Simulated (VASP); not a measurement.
**VASP 6.6.1 run: SiC**

INCAR

```
ENCUT = 520
NSW = 0
ISIF = 2
METAGGA = R2SCAN
NBANDS = 11
PREC = Accurate
SIGMA = 0.01
IBRION = -1
LASPH = .TRUE.
NELM = 120
EDIFF = 1E-7
ISMEAR = 0
BMIX = 0.0001
LREAL = .FALSE.
LCHARG = .FALSE.
ALGO = Normal
LWAVE = .FALSE.
AMIX = 0.2
```

KPOINTS

```
KPOINTS created by Atomic Simulation Environment
0
Gamma
10 10 10
0 0 0
```

POSCAR

```
Si C
 1.0000000000000000
    -0.0530355746750000    2.1780523476250000    2.1780523476243911
     2.1780523476250000   -0.0530355746750000    2.1780523476243911
     2.1250167730000000    2.1250167730000000    0.0000000000487826
 Si  C
   1   1
Cartesian
  0.0000000000001084  0.0000000000001084 -0.0094422626392608
  1.0625083864873919  1.0625083864873919  1.0984684364636526
```

The recommended PBE PAW datasets give the neutral cell 8 valence electrons.

Command

```
mpirun -np 1 vasp_std
```

OSZICAR

```
N       E                     dE             d eps       ncg     rms          rms(c)
DAV:   1    -0.112140404452E+01   -0.11214E+01   -0.41030E+03  3890   0.632E+02
DAV:   2    -0.216599268922E+02   -0.20539E+02   -0.19580E+02  4777   0.113E+02
DAV:   3    -0.222945981732E+02   -0.63467E+00   -0.63297E+00  4631   0.163E+01
DAV:   4    -0.222970631306E+02   -0.24650E-02   -0.24648E-02  4357   0.129E+00
DAV:   5    -0.222970736841E+02   -0.10554E-04   -0.10553E-04  4629   0.791E-02    0.922E+00
DAV:   6    -0.196108595496E+02    0.26862E+01   -0.17764E+00  4233   0.649E+00    0.688E+00
DAV:   7    -0.192536961338E+02    0.35716E+00   -0.23237E+00  4377   0.748E+00    0.364E+00
DAV:   8    -0.192862966597E+02   -0.32601E-01   -0.61645E-02  4377   0.184E+00    0.120E+00
DAV:   9    -0.192864221394E+02   -0.12548E-03   -0.13024E-02  4385   0.623E-01    0.179E-01
DAV:  10    -0.192866797931E+02   -0.25765E-03   -0.71527E-04  4455   0.192E-01    0.113E-01
DAV:  11    -0.192867204409E+02   -0.40648E-04   -0.12399E-04  4265   0.727E-02    0.396E-02
DAV:  12    -0.192867330449E+02   -0.12604E-04   -0.21675E-05  4485   0.323E-02    0.266E-02
DAV:  13    -0.192867337619E+02   -0.71692E-06   -0.45176E-06  4453   0.156E-02    0.752E-03
DAV:  14    -0.192867337495E+02    0.12313E-07   -0.10622E-06  4416   0.544E-03    0.497E-03
DAV:  15    -0.192867339375E+02   -0.18796E-06   -0.97605E-08  2429   0.243E-03    0.862E-04
DAV:  16    -0.192867339621E+02   -0.24578E-07   -0.14020E-08  2091   0.779E-04
   1 F= -.19286734E+02 E0= -.19286734E+02  d E =-.252413E-28
```

From OUTCAR

```
k-points           NKPTS =    171   k-points in BZ     NKDIM =    171   number of bands    NBANDS=     11

   NELECT =       8.0000    total number of electrons

   dimension x,y,z NGX =    24 NGY =   24 NGZ =   24
   dimension x,y,z NGXF=    48 NGYF=   48 NGZF=   48

  energy-cutoff  :      520.00
  volume of cell :       20.65
      direct lattice vectors                 reciprocal lattice vectors
    -0.053035575  2.178052348  2.178052348    -0.224105915  0.224105915  0.229562894
     2.178052348 -0.053035575  2.178052348     0.224105915 -0.224105915  0.229562894
     2.125016773  2.125016773  0.000000000     0.235292260  0.235292260 -0.229562894

 k-points in reciprocal lattice and weights: KPOINTS created by Atomic Simulation Env
   0.00000000  0.00000000  0.00000000       0.001
   0.10000000  0.00000000 -0.00000000       0.004
   0.20000000  0.00000000 -0.00000000       0.004
   0.30000000  0.00000000  0.00000000       0.004
   0.40000000  0.00000000  0.00000000       0.004
   0.50000000  0.00000000 -0.00000000       0.002
   0.10000000  0.10000000  0.00000000       0.002
   0.20000000  0.10000000  0.00000000       0.004
   ...

 E-fermi :   8.3313

 k-point     1 :       0.0000    0.0000    0.0000
  band No.  band energies     occupation
      1      -8.1924      2.00000
      2       7.7808      2.00000
      3       7.9860      2.00000
      4       8.2580      2.00000
      5      14.4090      0.00000
      6      15.3353      0.00000
      7      16.3410      0.00000
      8      16.4282      0.00000
      9      23.1994      0.00000
     10      23.2706      0.00000
     11      25.7744      0.00000

 k-point     2 :       0.1000    0.0000   -0.0000
  band No.  band energies     occupation
      1      -7.9972      2.00000
      2       6.7501      2.00000
      3       7.8042      2.00000
      4       8.1237      2.00000
      5      14.9327      0.00000
      6      15.6975      0.00000
      7      16.4339      0.00000
      8      16.6499      0.00000
      9      22.2541      0.00000
     10      22.5033      0.00000
     11      25.5149      0.00000

 k-point     3 :       0.2000    0.0000   -0.0000
  band No.  band energies     occupation
      1      -7.4214      2.00000
      2       4.5223      2.00000
      3       7.5253      2.00000
      4       7.8101      2.00000
      5      14.9603      0.00000
      6      16.3454      0.00000
      7      16.9432      0.00000
      8      17.4212      0.00000
      9      21.4938      0.00000
     10      22.0323      0.00000
     11      24.6119      0.00000

 k-point     4 :       0.3000    0.0000    0.0000
  band No.  band energies     occupation
      1      -6.5072      2.00000
      2       2.1453      2.00000
      3       7.2415      2.00000
      4       7.4794      2.00000
      5      14.6570      0.00000
      6      16.3175      0.00000
      7      16.7584      0.00000
      8      18.5569      0.00000
      9      22.1892      0.00000
     10      23.0117      0.00000
     11      24.3422      0.00000

 k-point     5 :       0.4000    0.0000    0.0000
  band No.  band energies     occupation
      1      -5.4013      2.00000
      2       0.0888      2.00000
      3       7.0456      2.00000
      4       7.2457      2.00000
      5      14.4173      0.00000
      6      15.9810      0.00000
      7      16.3811      0.00000
      8      19.0213      0.00000
      9      23.9568      0.00000
     10      25.0517      0.00000
     11      25.0584      0.00000

 ...

  Total        0.0551094      0.0551094     -0.0206535      1.6517505      0.0000000      0.0000000
  in kB        4.2752270      4.2752270     -1.6022372    128.1379221      0.0000000      0.0000000
  external PRESSURE =       2.3160723 kB  Pullay stress =       0.0000000 kB

 POSITION                                       TOTAL-FORCE (eV/Angst)
 -----------------------------------------------------------------------------------
      2.12502      2.12502      4.34666        -0.000000     -0.000000      0.001492
      1.06251      1.06251      1.09847         0.000000      0.000000     -0.001492
 -----------------------------------------------------------------------------------
    total drift:                               -0.000001     -0.000001     -0.000282

  FREE ENERGIE OF THE ION-ELECTRON SYSTEM (eV)
  ---------------------------------------------------
  free  energy   TOTEN  =       -19.2867339621 eV

  energy  without entropy=      -19.2867339621  energy(sigma->0) =      -19.28673396
```

It converged. Results: gap between bands v and c on the k mesh 1.35 eV; least direct gap on the k mesh 4.48 eV; pressure 0.2 GPa. Band v is the last that the valence electrons fill when counted band by band, and c is the next.

For comparison, a separate r²SCAN run of the intended cell, on usual settings and not on those above, gives a gap of 1.35 eV on its mesh and a pressure of 0.2 GPa.

The run above took about 2.1 min on one core of a shared host (Intel Xeon Platinum 8488C) and held 0.16 GiB at most.
